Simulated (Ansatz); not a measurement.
Planning a run of Ansatz 0.2.0 on ZrSe2 (1T monolayer). The input:

```yaml
crystal:
  lattice:
    - [3.7183383315, 0.0, 0.0]
    - [-1.8591691658, 3.220175455, 0.0]
    - [0.0, 0.0, 29.4]
  atoms:
    - { symbol: Zr, position: [0.0, 0.0, 0.5] }
    - { symbol: Se, position: [0.3333333333, 0.6666666667, 0.5531124718] }
    - { symbol: Se, position: [0.6666666667, 0.3333333333, 0.4468875282] }
  periodic: [true, true, false]
kpoints:
  mp_grid: { grid: [6, 6, 1] }
hamiltonian:
  xc: lda
  pseudopotentials: { kind: paw, azcp: { folder: soft_1 }, xc_functional: pbe }
scf:
  occupations: { method: fixed }
gw:
  n_empty_bands: 172
  ecut_chi: 36
  qp_bands: [v2, c2]
  qp_kpoints: band_edges
  screening: { model: contour_deformation }
```

```sh
ansatz run input.yaml --threads 4 --pin off --max-ram 17510MiB --backend cpu --events-out ev --progress --plain --runs-dir out
```

Question: How long will it take on 4 threads of Arm Neoverse V2, shared host, and how much memory?

It took 32 s; on shared hardware allow 16 s to 64 s. Peak host memory was 1.2 GiB. The sizes that set the cost: 6879 plane waves a state, 7 irreducible k points, 194 bands summed, 167 plane waves in the screening and 8 SCF cycles.

The screening grows as filled bands × empty bands × pairs of k points, times the square of the screening basis for the matrix.

[Paths, hosts, dates, memory and timing lines, banners, echoed tables and standing remarks are left out of the program output.]

[Logs are printed without paths, hosts, clocks, repeated set-up lines and the standing remarks that a program may print on its own settings, such as how far it seeks lower states.]

[Runs of the session that timed out or met a known fault of the program may be left out.]

[Cells called generated may have been cut or substituted from an entry of the Crystallography Open Database or the Materials Project.]

[Hosts, paths, dates, database ids (printed as entryN), source tags and the programs' standing remarks are cut or masked in the printed files.]
